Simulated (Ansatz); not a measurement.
## Two Ansatz runs on W

The cell is a measured one (Crystallography Open Database entry 9006499); the temperature and pressure of the measurement aren't taken into account, and nothing was relaxed. It was measured hot, at 2171 K. The listed cell was then made from it by scaling, straining or moving an atom.

First run: DFT, PBE, PAW with Ansatz's default frozen-core files, scalar-relativistic (Ansatz 0.2.0).

Command: `ansatz run input.yaml --threads 1 --pin off --max-ram 2048MiB --backend cpu --events-out ev --progress --plain --runs-dir out` The run took 4.9 s on 1 thread of Arm Neoverse V1, with other jobs on the host, peak memory 0.37 GiB.

```yaml
crystal:
  lattice:
    - [-1.565354, 1.565354, 1.5973]
    - [1.565354, -1.565354, 1.5973]
    - [1.565354, 1.565354, -1.5973]
  atoms:
    - { symbol: W, position: [0.0, 0.0, 0.0] }
kpoints:
  mp_grid: { grid: [14, 14, 14] }
scf:
  occupations: { method: fermi_dirac, width: 0.03 }
hamiltonian:
  xc: pbe
  pseudopotentials: { kind: paw }
output:
  forces: true
  stress: true
  eigenvalues: true
  efg: { contact_densities: true }
  write_density: true
  write_potential: true
  elf: true
  volumetric_format: npy
```

Result: converged; pressure 10.08 GPa; no gap on the k mesh; 6 SCF iterations.

No spin–orbit coupling, which matters for the heavy atoms here.

The input is then changed:

```diff
@@ -13,4 +13,5 @@
   xc: pbe
   pseudopotentials: { kind: paw }
+  dispersion: d3bj
 output:
   forces: true
@@ -18,7 +19,3 @@
   eigenvalues: true
   efg: { contact_densities: true }
-  write_density: true
-  write_potential: true
-  elf: true
-  volumetric_format: npy
```

Task: What does the second run give?

Result: It converged; pressure 2.63 GPa; no gap on the k mesh; 6 SCF iterations.

The results part of its log:

```
SCF 1 converged in 6 iterations: F = -10385.502242 eV  dr2 = 2.81e-10
  greatest PAW one-centre occupation: 1.000 electrons in one spin orbital (limit 2), on the W atom at site 0 (counted from 0), in its partial waves of l = 0
SCF converged after 6 iterations
Free energy (F): -10385.502242 eV
Harris-Foulkes:  -10385.502242 eV  (|F-HF|=1.71e-10)
Internal energy: -10385.499802 eV  (E = F + TS)
E sigma→0 (E₀):  -10385.501022 eV
Entropy (-TS):   -0.002440 eV (-2.440 meV/atom)
Fermi energy:    23.037924 eV
--- Per-component energies (eV) ---
  E_band       = -77.090201
  E_kinetic    = 451.043799
  E_local      = -589.770710  (includes V_loc(G=0)·N_el)
  E_nonlocal   = 0.363257
  E_hartree    = 212.812381
  E_xc         = -267.368447
  E_vxc        = -239.354235  (∫ρ·V_xc dr)
  E_paw        = -8562.513080  (= ΣΔE_a)
  E_vpaw       = -124.996559  (= ΣTr[D̂ρ^β])
  E_aug_tail   = -0.000060  (compensation charges beyond the density's cutoff)
  E_ewald      = -1629.362411
  E_disp       = -0.704532  (pairwise vdW)
  E_smearing   = -0.002440  (= −TS)
  E_closure    = 0.000000  (closes the sum)
  Σ components = -10385.502242   (vs F -10385.502242, Δ=0.00e0)
--- Forces (eV/Å), atoms counted from 1 ---
  atom   1  W      0.00000000     0.00000000     0.00000000
  max |Σ_I F_I| component: 1.54e-33 eV/Å
--- Stress (GPa, compression-positive) ---
        4.179657       0.000000       0.000000
        0.000000       4.179657       0.000000
       -0.000000      -0.000000      -0.466372
  P = ⅓ Tr σ = 2.6310 GPa (26.310 kbar)
--- PAW observables at the nuclei: V_zz in 10²¹ V/m², potentials from the cell's mean, atoms counted from 1 ---
  atom   1  W  V_zz =    +0.809223   η = 0.0000   by run symmetry: allowed
            electrostatic potential = -14822.021000 V   contact ρ = 8822108.191995 e/Å³
--- Band table (eV; the first three rows and the last of 244) ---
  k-point 0: bands = ["-51.1580", "-14.7396", "-14.7365", "-14.7365", "13.2438", "21.5926", "21.5926", "21.8588", "25.0289", "25.3970", "37.2279"]
  k-point 1: bands = ["-51.1509", "-14.8086", "-14.7628", "-14.7376", "13.4977", "21.4333", "21.8111", "21.8385", "25.0440", "25.1569", "37.6588"]
  k-point 2: bands = ["-51.1310", "-15.0068", "-14.8272", "-14.7408", "14.2105", "21.0161", "21.5997", "22.5626", "24.7665", "25.1056", "38.2798"]
  k-point 243: bands = ["-50.9098", "-15.7147", "-15.6580", "-15.6580", "16.9726", "17.0291", "28.1257", "28.2173", "28.2173", "30.9262", "31.4721"]
```
